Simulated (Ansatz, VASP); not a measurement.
P: VASP beside Ansatz

```
P
1.0
     1.65866   -5.50123    0.00000
     1.65866    5.50123    0.00000
     0.00000    0.00000    4.57373
P
4
Direct
  0.90414 0.09586 0.58882
  0.09586 0.90414 0.41118
  0.59586 0.40414 0.08882
  0.40414 0.59586 0.91118
```

Change from the starting cell: volume scaled by 1.02.

Alike in both runs: task single point; functional PBEsol; k mesh 8 × 8 × 6; occupations fermi-dirac, width 0.05 eV; no spin polarisation.

|  | VASP | Ansatz |
| --- | --- | --- |
| version | VASP 6.6.1 | Ansatz 0.2.0 |
| potentials or method | VASP PAW PBE potentials, release 64 (P) | Ansatz PAW |
| plane-wave cutoff (eV) | 520 | 420 |
| valence electrons in the cell | 20 | 20 |

```tsv
	VASP	Ansatz	Ansatz less VASP
gap on the k mesh at the Fermi level (eV)	0.05	0.04	-0.013
least direct gap on the mesh (eV)	0.05	0.04	-0.013
pressure (GPa)	-2.1	-2.0	+0.11
largest component of the traceless stress (GPa)	0.78	0.82	+0.042
rms of the force components (eV/Å)	0.088	0.094	+0.0066
```

Atom by atom the forces differ by 0.013 eV/Å (rms over components).

Caveats: the PAW data sets were made with another functional, which shifts forces and pressure a little (VASP); the PAW data sets come from PBE, with cores solved anew for the run's functional, which leaves a small shift of forces and pressure (Ansatz). A k mesh can miss the band edges.
